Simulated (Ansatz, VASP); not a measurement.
# Al: VASP beside Ansatz

```
Al
1.0
     0.00000    1.99104    1.99104
     1.99104    0.00000    1.99104
     1.99104    1.99104    0.00000
Al
1
Direct
  0.00000 0.00000 0.00000
```

Alike in both runs: functional PBE; dispersion D3(BJ); k mesh 18 × 18 × 18; occupations gaussian, width 0.1 eV; no spin polarisation.

Ansatz relaxed the structure, and its values are those at the end. VASP's run is a single point on that final structure, the one shown.

|  | VASP | Ansatz |
| --- | --- | --- |
| version | VASP 6.6.1 | Ansatz 0.2.0 |
| potentials or method | VASP PAW PBE potentials, release 64 (Al) | scalar-relativistic, plane waves, PAW |
| plane-wave cutoff (eV) | 520 | 420 |
| valence electrons in the cell | 3 | 3 |

```csv
,VASP,Ansatz,Ansatz less VASP
gap on the k mesh at the Fermi level (eV),none,none,-
pressure (GPa),0.0,0.0,+0.04
```

A gap of «none» marks a metal or a gap that the smearing closes. Ansatz warned: «stability_check_not_made».

Caveats: pairwise dispersion overbinds metals, which lowers pressure and volume.
